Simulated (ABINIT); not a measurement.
# A GW chain in ABINIT: CdTe (F-43m)

Aim: the G0W0 gap of CdTe (F-43m) on PBE, step by step.

Program: ABINIT 10.8.3. Level of theory: PBE and many-body steps on it, plane waves. Results are calculated unless marked as measured.

**What was measured.**

- Gap 1.48 ± 0.02 eV: direct optical gap from Tauc analysis, 1.5 h deposition; UV-vis diffuse reflectance; film (electrodeposited 1.5 h on FTO, Te-rich) (“Electrodeposition of CdTe Thin Films for Solar Energy Water Splitting”, 2020, pmc:7177234).

- Gap 1.592 eV: near-band-edge L1 bound-exciton energy extrapolated to 0 K (Varshni), slightly below the true gap; temperature-dependent photoluminescence; 0 K; bulk crystal (vertical Bridgman single crystal) (“Photoluminescence characteristics of Cd1-xMnxTe single crystals grown by the vertical Bridgman method”, 2012, pmc:3275455).

- Gap 1.32 ± 0.02 eV: direct optical gap from Tauc analysis, 2.5 h deposition; UV-vis diffuse reflectance; film (electrodeposited 2.5 h on FTO, nearly stoichiometric) (“Electrodeposition of CdTe Thin Films for Solar Energy Water Splitting”, 2020, pmc:7177234).

Most raw output is cut from this account.

### 1. Set-up

The structure is cubic, space group F-43m (No. 216). Conventional cell: a = 6.480 Å, b = 6.480 Å, c = 6.480 Å, α = 90.00°, β = 90.00°, γ = 90.00°. Cd has 4 Te at 2.81 Å nearest. Te has 4 Cd at 2.81 Å nearest. Farther neighbours and most contacts between anions are not listed.

As a file:

```cif
data_structure
_symmetry_space_group_name_H-M 'F-43m'
_symmetry_Int_Tables_number 216
_cell_length_a 6.4800
_cell_length_b 6.4800
_cell_length_c 6.4800
_cell_angle_alpha 90.000
_cell_angle_beta 90.000
_cell_angle_gamma 90.000
_cell_volume 272.10
loop_
_atom_site_label
_atom_site_type_symbol
_atom_site_symmetry_multiplicity
_atom_site_Wyckoff_symbol
_atom_site_fract_x
_atom_site_fract_y
_atom_site_fract_z
_atom_site_occupancy
Cd1 Cd 4 a 0.00000 0.00000 0.00000 1
Te1 Te 4 d 0.25000 0.25000 0.75000 1
```

The cell and positions come from the Crystallography Open Database and are kept as given unless a step says otherwise. Spin-orbit coupling is left out unless a step names it.

### 2. Ground state

This step: ABINIT 10.8.3; DFT, PBE, plane waves, norm-conserving pseudopotentials.

The ground-state density comes first.

Contents of run.abi:

```
acell 3*1.0 Angstrom
rprim 
  0.000000000000 3.240000000000 3.240000000000
  3.240000000000 0.000000000000 3.240000000000
  3.240000000000 3.240000000000 0.000000000000
ntypat 2
znucl 48 52
natom 2
typat 1 2
xred 
  0.000000000000 0.000000000000 0.000000000000
  0.250000000000 0.250000000000 0.250000000000
pp_dirpath "pseudos"
pseudos "Cd.upf, Te.upf"
ecut 47
ngkpt 6 6 6
nshiftk 1
shiftk 0 0 0
kptopt 1
chksymbreak 0
nband 27
occopt 1
tolvrs 1e-10
nstep 60
prtwf 0
optforces 0
optstress 0
indata_prefix "in"
outdata_prefix "out"
tmpdata_prefix "tmp"
```

Run with:

```
> OMP_NUM_THREADS=1 mpirun -n 4 abinit run.abi > log
```

Wall time 44 s (4 MPI ranks of Arm Neoverse V1, shared host); peak memory 0.42 GiB; 2.9 min of CPU time.

Numbers from this step:

```
total energy               : -12400.0638 eV
gap                        : 0.7704 eV
k of the valence top       : 0, 0, 0
k of the conduction bottom : 0, 0, 0
least direct gap           : 0.7704 eV
```

The gap is direct, at Γ.

### 3. Bands along the symmetry lines

Levels along a band path, at the cheap level, show where the edges lie and whether the meshes to come will hold them.

Contents of run.abi:

```
acell 3*1.0 Angstrom
rprim 
  0.000000000000 3.240000000000 3.240000000000
  3.240000000000 0.000000000000 3.240000000000
  3.240000000000 3.240000000000 0.000000000000
ntypat 2
znucl 48 52
natom 2
typat 1 2
xred 
  0.000000000000 0.000000000000 0.000000000000
  0.250000000000 0.250000000000 0.250000000000
pp_dirpath "pseudos"
pseudos "Cd.upf, Te.upf"
ecut 47
iscf -2
irdden 1
kptopt 0
nkpt 50
kpt 
  0.00000000 0.00000000 0.00000000
  -0.06250000 -0.06250000 0.00000000
  -0.12500000 -0.12500000 0.00000000
  -0.18750000 -0.18750000 0.00000000
  -0.25000000 -0.25000000 0.00000000
  -0.31250000 -0.31250000 0.00000000
  -0.37500000 -0.37500000 0.00000000
  -0.43750000 -0.43750000 0.00000000
  -0.50000000 -0.50000000 0.00000000
  -0.48437500 -0.48437500 0.03125000
  -0.46875000 -0.46875000 0.06250000
  -0.45312500 -0.45312500 0.09375000
  -0.43750000 -0.43750000 0.12500000
  -0.42187500 -0.42187500 0.15625000
  -0.40625000 -0.40625000 0.18750000
  -0.39062500 -0.39062500 0.21875000
  -0.37500000 -0.37500000 0.25000000
  -0.37500000 0.00000000 0.37500000
  -0.32812500 0.00000000 0.32812500
  -0.28125000 0.00000000 0.28125000
  -0.23437500 0.00000000 0.23437500
  -0.18750000 0.00000000 0.18750000
  -0.14062500 0.00000000 0.14062500
  -0.09375000 0.00000000 0.09375000
  -0.04687500 0.00000000 0.04687500
  0.00000000 0.00000000 0.00000000
  0.00000000 0.00000000 0.06250000
  0.00000000 0.00000000 0.12500000
  0.00000000 0.00000000 0.18750000
  0.00000000 0.00000000 0.25000000
  0.00000000 0.00000000 0.31250000
  0.00000000 0.00000000 0.37500000
  0.00000000 0.00000000 0.43750000
  0.00000000 0.00000000 0.50000000
  -0.06250000 -0.03125000 0.46875000
  -0.12500000 -0.06250000 0.43750000
  -0.18750000 -0.09375000 0.40625000
  -0.25000000 -0.12500000 0.37500000
  -0.31250000 -0.15625000 0.34375000
  -0.37500000 -0.18750000 0.31250000
  -0.43750000 -0.21875000 0.28125000
  -0.50000000 -0.25000000 0.25000000
  -0.50000000 -0.28125000 0.21875000
  -0.50000000 -0.31250000 0.18750000
  -0.50000000 -0.34375000 0.15625000
  -0.50000000 -0.37500000 0.12500000
  -0.50000000 -0.40625000 0.09375000
  -0.50000000 -0.43750000 0.06250000
  -0.50000000 -0.46875000 0.03125000
  -0.50000000 -0.50000000 0.00000000
istwfk *1
nband 29
nbdbuf 2
tolwfr 1e-08
nstep 40
prtwf 0
prtvol 0
indata_prefix "in"
outdata_prefix "out"
tmpdata_prefix "tmp"
```

The job ended after 55 s (4 MPI ranks; peak memory 0.45 GiB; 3.7 min of CPU time).

Numbers from this step:

* gap: 0.7704 eV
* k of the valence top: 0, 0, 0
* k of the conduction bottom: 0, 0, 0
* least direct gap: 0.7704 eV

The gap is 0.770 eV, as in the run before at this level.

The electronic bands at the labelled points (eV, zero at the top of the highest filled band):

```csv
point,band 19,band 20,band 21,band 22,band 23,band 24,band 25,band 26
Γ,-8.03,0.00,0.00,0.00,0.77,4.62,4.62,4.62
halfway,-8.00,-2.66,-1.08,-1.08,2.95,3.34,6.49,6.49
X,-7.53,-4.30,-1.86,-1.86,2.62,2.68,8.83,9.15
halfway,-7.51,-4.27,-2.15,-1.78,2.72,3.25,8.10,8.50
U,-7.49,-4.20,-2.55,-1.54,2.91,4.53,7.36,7.48
jump to K,-7.49,-4.20,-2.55,-1.54,2.91,4.53,7.36,7.48
halfway,-7.96,-3.01,-1.49,-0.45,2.83,4.90,5.33,5.46
Γ,-8.03,0.00,0.00,0.00,0.77,4.62,4.62,4.62
halfway,-8.03,-2.72,-0.43,-0.43,1.99,5.17,5.17,5.37
L,-7.67,-4.42,-0.77,-0.77,1.82,5.21,5.21,7.07
halfway,-7.58,-4.23,-2.06,-1.26,3.24,4.61,5.99,7.21
W,-7.45,-4.18,-2.32,-2.19,4.26,4.69,5.57,6.32
halfway,-7.49,-4.24,-2.10,-2.04,3.32,3.32,7.47,7.56
X,-7.53,-4.30,-1.86,-1.86,2.62,2.68,8.83,9.15
```

### 4. Empty states on the mesh, 4×4×4 mesh, 220 bands

The sums over transitions need many empty states on a uniform mesh; this step solves for them.

Contents of run.abi:

```
acell 3*1.0 Angstrom
rprim 
  0.000000000000 3.240000000000 3.240000000000
  3.240000000000 0.000000000000 3.240000000000
  3.240000000000 3.240000000000 0.000000000000
ntypat 2
znucl 48 52
natom 2
typat 1 2
xred 
  0.000000000000 0.000000000000 0.000000000000
  0.250000000000 0.250000000000 0.250000000000
pp_dirpath "pseudos"
pseudos "Cd.upf, Te.upf"
ecut 47
ngkpt 4 4 4
nshiftk 1
shiftk 0 0 0
kptopt 1
chksymbreak 0
iscf -2
irdden 1
istwfk *1
nband 220
nbdbuf 20
tolwfr 1e-09
nstep 60
prtvol 0
indata_prefix "in"
outdata_prefix "out"
tmpdata_prefix "tmp"
```

Elapsed: 2.7 min, on 4 MPI ranks; peak memory 0.56 GiB; 11 min of CPU time.

This step gave:

```yaml
gap: 0.7704 eV
k_of_the_valence_top: 0, 0, 0
k_of_the_conduction_bottom: 0, 0, 0
least_direct_gap: 0.7704 eV
k_points_computed: 8
lowest_point_of_the_top_converged_band_above_the_valence_top: 100.1589 eV
```

On this mesh the gap is 0.770 eV.

### 5. Screening, 4×4×4 mesh, 200 bands, screening to 163.3 eV

The RPA dielectric matrix is built and inverted for each q.

This step: RPA screening on PBE, plane waves, norm-conserving pseudopotentials.

Changes to run.abi since step 4:

```diff
@@ -20,10 +20,11 @@
 chksymbreak 0
-iscf -2
-irdden 1
 istwfk *1
-nband 220
-nbdbuf 20
-tolwfr 1e-09
-nstep 60
-prtvol 0
+occopt 1
+irdwfk 1
+optdriver 3
+nband 200
+ecuteps 6
+inclvkb 2
+awtr 1
+symchi 1
 indata_prefix "in"
```

Elapsed: 4.6 min, on 4 MPI ranks; peak memory 2.8 GiB; 18 min of CPU time.

This step gave:

* ε∞ with local fields, on this mesh, along the program's q direction: 25.82
* the same without local fields: 27.06
* plasma frequency: 29.86 eV
* plane waves in the screening matrix: 331

Local fields lower ε∞ by 5 %.

### 6. Self-energy, 4×4×4 mesh, 200 bands, screening to 163.3 eV

The self-energy is evaluated for the states that the input lists, and the levels follow from it, in one-shot runs by the linearised quasiparticle equation.

This step: G0W0 on PBE, plane waves, norm-conserving pseudopotentials.

Changes to run.abi since step 5:

```diff
@@ -23,8 +23,15 @@
 irdwfk 1
-optdriver 3
+optdriver 4
 nband 200
+gwcalctyp 0
+ecutsigx 47
+symsigma 1
+nkptgw 1
+kptgw 
+  0.0000000000 0.0000000000 0.0000000000
+bdgw 
+  20 26
 ecuteps 6
-inclvkb 2
-awtr 1
-symchi 1
+irdscr 1
+ppmodel 1
 indata_prefix "in"
```

Elapsed: 22 s, on 4 MPI ranks; peak memory 2.4 GiB.

Numbers from this step:

```yaml
g0w0_gap_on_the_points_computed: 1.542 eV
starting_gap_on_the_mesh: 0.7704 eV
k_of_the_valence_top: 0, 0, 0
k_of_the_conduction_bottom: 0, 0, 0
z_at_the_valence_top: 0.799
z_at_the_conduction_bottom: 0.811
least_direct_g0w0_gap_on_the_computed_points: 1.542 eV
```

The gap on the mesh goes from 0.77 eV to 1.54 eV, a correction of +0.77 eV.

Limits: finite bands, cutoff and mesh; no spin-orbit coupling; coarse k mesh. v1 is the top filled band, c1 the lowest empty one. The levels before and after the correction (eV, zero at the valence-band top of each column):

```csv
,conduction bottom,valence top
Kohn-Sham,0.77,0.00
G0W0,1.54,0.00
```

```csv
,level,energy (eV)
Kohn-Sham,Γ v3-v1,0.000
Kohn-Sham,Γ c1,0.770
Kohn-Sham,Γ c2-c4,4.622
G0W0,Γ v3-v1,0.000
G0W0,Γ c1,1.542
G0W0,Γ c2-c4,5.314
```

### 7. Where the time went

Times are wall times on 4 MPI ranks of Arm Neoverse V1, shared host, good to a factor of about two.

```csv
step,time,share,memory (GiB)
ground state,44 s,8 %,0.42
bands along the symmetry lines,55 s,10 %,0.45
empty states on the mesh,2.7 min,29 %,0.56
screening,4.6 min,49 %,2.8
self-energy,22 s,4 %,2.4
```

### 8. What came out

```json
{
 "PBE gap": "0.77 eV, direct",
 "G0W0 gap on the mesh": "1.54 eV",
 "GW settings": "4×4×4 mesh, 200 bands, screening to 163.3 eV, Godby-Needs plasmon pole",
 "known limits": "not at the basis limit; mesh may overstate the screening; no spin-orbit coupling; coarse k mesh"
}
```

What this shows: G0W0 moves the gap on the mesh from 0.77 eV to 1.54 eV (+0.77 eV), with Z of 0.80 and 0.81 at the edges. Local fields lower the RPA ε∞ on this mesh from 27.06 to 25.82. Only 1 of the mesh's irreducible points was corrected, so a valley elsewhere could overtake. The dearest step here is «screening». Against experiment, by G0W0@PBE: the direct gap of 1.54 eV lies +0.06 eV from the measured 1.48 ± 0.02 eV (direct, 2020); the direct gap of 1.54 eV lies −0.05 eV from the measured 1.592 eV (exciton, 0 K, 2012); the direct gap of 1.54 eV lies +0.22 eV from the measured 1.32 ± 0.02 eV (direct, 2020). An exciton line or allowed optical edge lies below the quasiparticle gap by the binding energy; a forbidden edge can push the onset above it. The calculation has static nuclei and no excitons; a measured gap holds zero-point and thermal motion, which mostly lowers it. With atoms this heavy the missing spin-orbit coupling can matter too. Bands and cutoff are finite, so the gap is not at the basis limit. The miss can reach some tenths of an eV and take either sign; the mesh is an error of its own. In the G0W0 run levels were corrected at 1 k point alone, so a gap called «on the mesh» is the least over those, and an edge elsewhere would be missed. The 4×4×4 mesh is coarse for this cell, which bears on the long-range parts of exchange and screening. The RPA ε∞ on this mesh reaches over 25; with a narrow direct gap a coarse mesh can overstate it, and the correction is then too small.

[Paths, hosts, dates, memory and timing lines, banners, echoed tables and standing remarks are left out of the program output.]

[Logs are printed without paths, hosts, clocks, repeated set-up lines and the standing remarks that a program may print on its own settings, such as how far it seeks lower states.]

[Runs of the session that timed out or met a known fault of the program may be left out.]

[Hosts, paths, dates, database ids (printed as entryN), source tags and the programs' standing remarks are cut or masked in the printed files.]

[G0W0 gaps are taken among the corrected bands and points alone; a level outside them can change the order at an edge.]

[Where Ansatz stands beside ABINIT at settings called matched, ABINIT's density can come from a denser mesh and the files from another edition; pairs whose starting gaps differed by over 0.03 eV were left out, so agreement reads better than it is.]
